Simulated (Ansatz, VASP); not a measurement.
**Two plane-wave programs on Mo**

The input INCAR:

```
SYSTEM = Mo
PREC     = Accurate       ! precision mode
ENCUT    = 520            ! plane-wave cutoff, eV
EDIFF    = 1E-6           ! SCF threshold, eV
ISMEAR   = 0              ! smearing method
SIGMA    = 0.15           ! smearing width, eV
LREAL    = .FALSE.        ! projectors in reciprocal space
LASPH    = .TRUE.         ! aspherical terms in the spheres
NELM     = 80             ! most SCF steps
ALGO     = Normal         ! electronic algorithm
ISIF     = 2              ! what is computed and relaxed
LWAVE    = .FALSE.        ! write WAVECAR
LCHARG   = .FALSE.        ! write CHGCAR
GGA      = PS             ! functional
NBANDS   = 13             ! bands
```

File KPOINTS:

```
Automatic mesh
0
G
  18 18 18
  0 0 0
```

Contents of POSCAR:

```
Mo
1.0
    2.5303471174      0.0000000000      0.0000000000
   -1.2651735587      2.1913448841      0.0000000000
    0.0000000000      0.0000000000      2.5551807000
Mo
1
Direct
    0.0000000000      0.0000000000      0.5000000000
```

Input for Ansatz:

```yaml
crystal:
  lattice:
    - [2.5303471174, 0.0, 0.0]
    - [-1.2651735587, 2.1913448841, 0.0]
    - [0.0, 0.0, 2.5551807]
  atoms:
    - { symbol: Mo, position: [0.0, 0.0, 0.5] }
basis:
  ecutwfc: 420
kpoints:
  mp_grid: { grid: [18, 18, 18] }
hamiltonian:
  xc: pbesol
scf:
  occupations: { method: gaussian, width: 0.15 }
output:
  forces: true
  stress: true
  eigenvalues: true
```

Change from the starting cell: strain -0.0750 x Voigt [1, 1, 0, 0, 0, 0], atoms carried along.

Alike in both runs: task single point; functional PBEsol; k mesh 18 × 18 × 18; occupations gaussian, width 0.15 eV; no spin polarisation.

|  | VASP | Ansatz |
| --- | --- | --- |
| version | VASP 6.6.1 | Ansatz 0.2.0 |
| potentials or method | VASP PAW PBE potentials, release 64 (Mo_sv) | scalar-relativistic, plane waves, PAW |
| plane-wave cutoff (eV) | 520 | 420 |
| valence electrons in the cell | 14 | 14 |

```csv
,VASP,Ansatz,Ansatz less VASP
gap on the k mesh at the Fermi level (eV),none,none,-
pressure (GPa),45.4,44.3,-1.05
largest component of the traceless stress (GPa),31.71,31.47,-0.238
```

A gap of «none» marks a metal or a gap that the smearing closes. With one functional, cell and mesh, what is left measures potentials, basis and numerics.

Caveats: so large a pressure means that the cell lies far from this level's equilibrium, or that cutoff or potentials fall short (VASP); the potentials were made for another functional, which shifts forces and pressure (VASP).
